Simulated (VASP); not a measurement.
# Rh in VASP: notebook, part 2 of 2

VASP 6.6.1. The steps go on from the part before.

## 3. Single point, PBE (clean slab, lower half held)

File INCAR:

```
PREC = Accurate
ENCUT = 520
EDIFF = 1E-6
ISMEAR = 0
SIGMA = 0.1
LREAL = F
LASPH = T
NELM = 100
ALGO = Normal
ISIF = 2
LWAVE = F
LCHARG = F
LDIPOL = T
IDIPOL = 3
DIPOL = 0.5 0.5 0.496
GGA = PE
NBANDS = 30
```

File KPOINTS:

```
Automatic mesh
0
Gamma
  11 11 1
```

File POSCAR:

```
Rh
1.0
    2.7082931623      0.0000000000      0.0000000000
    0.0000000000      2.7082931623      0.0000000000
    0.0000000000      0.0000000000     17.8301049210
Rh
3
Direct
    0.5000000000      0.5000000000      0.3925944368
    0.0000000000      0.0000000000      0.4957007222
    0.5000000000      0.5000000000      0.5986358163
```

Potentials or basis: VASP PAW PBE potentials, release 64 (Rh_pv).

Run with:

```console
$ cat potpaw_PBE.64/Rh_pv/POTCAR > POTCAR
$ mpirun -np 1 vasp_std > vasp.out
```

OUTCAR:

```text
PREC = Accurate
   ENCUT = 520
   EDIFF = 1E-6
   ISMEAR = 0
   LREAL = F
   LASPH = T
   NELM = 100
   ISIF = 2
   GGA = PE

 ion  position               nearest neighbor table
   1  0.500  0.500  0.393-   2 2.65   2 2.65   2 2.65   2 2.65
   2  0.000  0.000  0.496-   3 2.65   3 2.65   3 2.65   3 2.65   1 2.65   1 2.65   1 2.65   1 2.65

   3  0.500  0.500  0.599-   2 2.65   2 2.65   2 2.65   2 2.65

  LATTYP: Found a simple tetragonal cell.
 ALAT       =     2.7082931623
 C/A-ratio  =     6.5835210047

  Lattice vectors:

 A1 = (   2.7082931623,   0.0000000000,   0.0000000000)
 A2 = (   0.0000000000,   2.7082931623,   0.0000000000)
 A3 = (   0.0000000000,   0.0000000000,  17.8301049210)

Analysis of symmetry for initial positions (statically):
=====================================================================
 Subroutine PRICEL returns:
 Original cell was already a primitive cell.

 Routine SETGRP: Setting up the symmetry group for a
 simple tetragonal supercell.

 Subroutine GETGRP returns: Found  8 space group operations
 (whereof  8 operations were pure point group operations)
 out of a pool of 16 trial point group operations.

The static configuration has the point symmetry C_4v.

Analysis of symmetry for dynamics (positions and initial velocities):
=====================================================================
 Subroutine PRICEL returns:
 Original cell was already a primitive cell.

 Routine SETGRP: Setting up the symmetry group for a
 simple tetragonal supercell.

 Subroutine GETGRP returns: Found  8 space group operations
 (whereof  8 operations were pure point group operations)
 out of a pool of 16 trial point group operations.

The dynamic configuration has the point symmetry C_4v.

 Subroutine INISYM returns: Found  8 space group operations
 (whereof  8 operations are pure point group operations),
 and found     1 'primitive' translations

----------------------------------------------------------------------------------------

                                     Primitive cell

  volume of cell :     130.7812

  direct lattice vectors                    reciprocal lattice vectors
     2.708293162  0.000000000  0.000000000     0.369236246  0.000000000  0.000000000
     0.000000000  2.708293162  0.000000000     0.000000000  0.369236246  0.000000000
     0.000000000  0.000000000 17.830104921     0.000000000  0.000000000  0.056084920

  length of vectors
     2.708293162  2.708293162 17.830104921     0.369236246  0.369236246  0.056084920

  position of ions in fractional coordinates (direct lattice)
     0.500000000  0.500000000  0.392594437
     0.000000000  0.000000000  0.495700722
     0.500000000  0.500000000  0.598635816

  ion indices of the primitive-cell ions
   primitive index   ion index
                 1           1
                 2           2
                 3           3

----------------------------------------------------------------------------------------

 KPOINTS: Automatic mesh

Automatic generation of k-mesh.
 Grid dimensions read from file:
 generate k-points for:   11   11    1

 Generating k-lattice:

  Cartesian coordinates                     Fractional coordinates (reciprocal lattice)
     0.033566931  0.000000000  0.000000000     0.090909091  0.000000000  0.000000000
     0.000000000  0.033566931  0.000000000     0.000000000  0.090909091  0.000000000
     0.000000000  0.000000000  0.056084920     0.000000000  0.000000000  1.000000000

  Length of vectors
     0.033566931  0.033566931  0.056084920

  Shift w.r.t. Gamma in fractional coordinates (k-lattice)
     0.000000000  0.000000000  0.000000000

 Subroutine IBZKPT returns following result:
 ===========================================

 Found     21 irreducible k-points:

 Following reciprocal coordinates:
            Coordinates               Weight
  0.000000  0.000000  0.000000      1.000000
  0.090909  0.000000  0.000000      4.000000
  0.181818  0.000000  0.000000      4.000000
  0.272727  0.000000  0.000000      4.000000
  0.363636  0.000000  0.000000      4.000000
  0.454545  0.000000  0.000000      4.000000
[... 13 lines left out ...]
  0.454545  0.363636  0.000000      8.000000
  0.454545  0.454545  0.000000      4.000000
   k-points           NKPTS =     21   k-points in BZ     NKDIM =     21   number of bands    NBANDS=     30
   number of dos      NEDOS =    301   number of ions     NIONS =      3
   total plane-waves  NPLWV =  56000
   dimension x,y,z NGX =    20 NGY =   20 NGZ =  140
   dimension x,y,z NGXF=    40 NGYF=   40 NGZF=  280
   ions per type =               3
   NGX,Y,Z   is equivalent  to a cutoff of  12.28, 12.28, 13.05 a.u.
   NGXF,Y,Z  is equivalent  to a cutoff of  24.55, 24.55, 26.11 a.u.
 SYSTEM =  unknown system
   PREC   = accura    normal or accurate (medium, high low for compatibility)
   ISTART =      0    job   : 0-new  1-cont  2-samecut
   ICHARG =      2    charge: 1-file 2-atom 10-const
   ISPIN  =      1    spin polarized calculation?
   LNONCOLLINEAR =      F non collinear calculations
   LSORBIT =      F    spin-orbit coupling
   LASPH  =      T    aspherical Exc in radial PAW
   ENCUT  =  520.0 eV  38.22 Ry    6.18 a.u.   5.04  5.04 33.15*2*pi/ulx,y,z
   NELM   =    100;   NELMIN=  2; NELMDL= -5     # of ELM steps
   EDIFF  = 0.1E-05   stopping-criterion for ELM
[... 8 lines left out ...]
   TEBEG  =    0.0;   TEEND  =   0.0 temperature during run
   PSTRESS=    0.0 pullay stress
   NELECT =      45.0000    total number of electrons
   NUPDOWN=      -1.0000    fix difference up-down
   EMIN   =  10.00;   EMAX   =-10.00  energy-range for DOS
   EFERMI =   0.00;   METHOD = LEGACY
   ISMEAR =     0;   SIGMA  =   0.10  broadening in eV -4-tet -1-fermi 0-gaus
   EFERMI_NEDOS =   21; number of points for ismear=-14 and -15
   IALGO  =     38    algorithm
   IMIX   =      4    mixing-type and parameters
     AMIX     =   0.40;   BMIX     =  1.00
     AMIX_MAG =   1.60;   BMIX_MAG =  1.00
  volume/ion in A,a.u.               =      43.59       294.18
  Fermi-wavevector in a.u.,A,eV,Ry     =   1.147177  2.167851 17.905485  1.316016
  Thomas-Fermi vector in A             =   2.283858
   LORBIT       =      0    0 simple, 1 ext, 2 COOP (PROOUT), +10 PAW based schemes
   GGA     = PE    functional components
   LHFCALC =     F    Hartree Fock is set to
   AEXX    =    0.0000 exact exchange contribution
   IVDW    =     0    specifies the selected vdW correction
   LEPSILON=     F    determine dielectric tensor
   LRPA    =     F    only Hartree local field effects (RPA)
 non-spin polarized calculation
 Gauss-broadening in eV      SIGMA  =   0.10
  energy-cutoff  :      520.00
  volume of cell :      130.78
 maximum number of plane-waves:      3547
   NGX = 11   NGY = 11   NGZ = 67

 dipolmoment           0.000000      0.000000     -0.000072 electrons x Angstroem

 number of electron      45.0000023 magnetization

 dipolmoment           0.000000      0.000000      0.000100 electrons x Angstroem

 Free energy of the ion-electron system (eV)
  ---------------------------------------------------
  ext. energy  EPLUGINS =         0.00000000
  ---------------------------------------------------
  free energy    TOTEN  =       -19.65753426 eV

  energy without entropy =      -19.62669653  energy(sigma->0) =      -19.64211540

 E-fermi :   0.3919     XC(G=0):  -5.5269

 val. band max:        0.3847038221   @ k =   0.3636   0.3636   0.0000
 cond. band min:       0.3920211457   @ k =   0.1818   0.0909   0.0000
 fundamental gap:      0.0073173235
 Fermi energy:         0.3918802601

 k-point     1 :       0.0000    0.0000    0.0000
  band No.  band energies     occupation
      1     -46.4996      2.00000
      2     -46.2997      2.00000
      3     -46.2997      2.00000
      4     -45.6833      2.00000
      5     -45.5983      2.00000
      6     -45.5983      2.00000
[... 22 lines left out ...]
     29       5.1049      0.00000
     30       5.8575      0.00000
[... 629 lines left out ...]
  band No.  band energies     occupation
      1     -46.6387      2.00000
      2     -46.6382      2.00000
      3     -46.3499      2.00000
      4     -45.9139      2.00000
      5     -45.9089      2.00000
      6     -45.8726      2.00000
[... 22 lines left out ...]
     29      10.4245      0.00000
     30      11.8823      0.00000

------------------------ aborting loop because EDIFF is reached ----------------------------------------

 vacuum level on the upper side and lower side of the slab       (xc-potential included)        -0.150        -0.152

  FORCE on cell =-STRESS in cart. coord.  units (eV):
  Direction    XX          YY          ZZ          XY          YZ          ZX
  --------------------------------------------------------------------------------------
  -------------------------------------------------------------------------------------
  Total       -1.9278864     -1.9278864     -0.0035491      0.0000000      0.0000000      0.0000000
  in kB      -23.6181991    -23.6181991     -0.0434790      0.0000000      0.0000000      0.0000000
  external PRESSURE =     -15.7599591 kB  Pullay stress =       0.0000000 kB

 VOLUME and BASIS-vectors are now :
 -----------------------------------------------------------------------------
  energy-cutoff  :      520.00
  volume of cell :      130.78
      direct lattice vectors                 reciprocal lattice vectors
     2.708293162  0.000000000  0.000000000     0.369236246  0.000000000  0.000000000
     0.000000000  2.708293162  0.000000000     0.000000000  0.369236246  0.000000000
     0.000000000  0.000000000 17.830104921     0.000000000  0.000000000  0.056084920

 POSITION                                       TOTAL-FORCE (eV/Angst)
 -----------------------------------------------------------------------------------
      1.35415      1.35415      7.00000         0.000000      0.000000      0.006008
      0.00000      0.00000      8.83840         0.000000     -0.000000     -0.021701
      1.35415      1.35415     10.67374         0.000000      0.000000      0.015693
 -----------------------------------------------------------------------------------
    total drift:                                0.000000      0.000000     -0.000373

  FREE ENERGIE OF THE ION-ELECTRON SYSTEM (eV)
  ---------------------------------------------------
  free  energy   TOTEN  =       -19.6575342634 eV

  energy  without entropy=      -19.6266965269  energy(sigma->0) =      -19.64211540

 vacuum level on the upper side and lower side of the slab         5.212         5.215
```

OSZICAR:

```text
N       E                     dE             d eps       ncg     rms          rms(c)
DAV:   1     0.412137606578E+03    0.41214E+03   -0.28438E+04  1660   0.138E+03
DAV:   2    -0.114750994447E+02   -0.42361E+03   -0.41060E+03  1402   0.407E+02
DAV:   3    -0.208594055361E+02   -0.93843E+01   -0.91865E+01  1434   0.690E+01
[... 15 lines left out ...]
DAV:  19    -0.196574858933E+02   -0.58749E-04   -0.34183E-06   918   0.807E-03    0.143E-03
DAV:  20    -0.196575261326E+02   -0.40239E-04   -0.28300E-06   940   0.397E-03    0.938E-04
DAV:  21    -0.196575313161E+02   -0.51835E-05   -0.16449E-07   876   0.198E-03    0.468E-04
DAV:  22    -0.196575340952E+02   -0.27791E-05   -0.14193E-07   828   0.119E-03    0.105E-04
DAV:  23    -0.196575342634E+02   -0.16813E-06   -0.87977E-09   840   0.327E-04
   1 F= -.19657534E+02 E0= -.19642115E+02  d E =-.308377E-01
```

stdout:

```text
POSCAR found type information on POSCAR Rh
 POSCAR found :  1 types and       3 ions
 scaLAPACK will be used
 LDA part: xc-table for (Slater+PW92), standard interpolation
 POSCAR, INCAR and KPOINTS ok, starting setup
 FFT: planning ... GRIDC
 FFT: planning ... GRID_SOFT
 FFT: planning ... GRID
 WAVECAR not read
 entering main loop
```

Wall time 97 s (1 thread of Intel Xeon Platinum 8488C (Sapphire Rapids), shared host); peak memory 0.25 GiB.

Results:

| Quantity | Value |
| --- | --- |
| Free energy | -19.6575 eV |
| Largest force | 0.022 eV/Å |
| Band gap on the k mesh | none (metal or under the smearing width) |

Forces in eV/Å, atoms in the order of the input:
```
Rh   0.000  0.000  0.006
Rh   0.000  0.000 -0.022
Rh   0.000  0.000  0.016
```
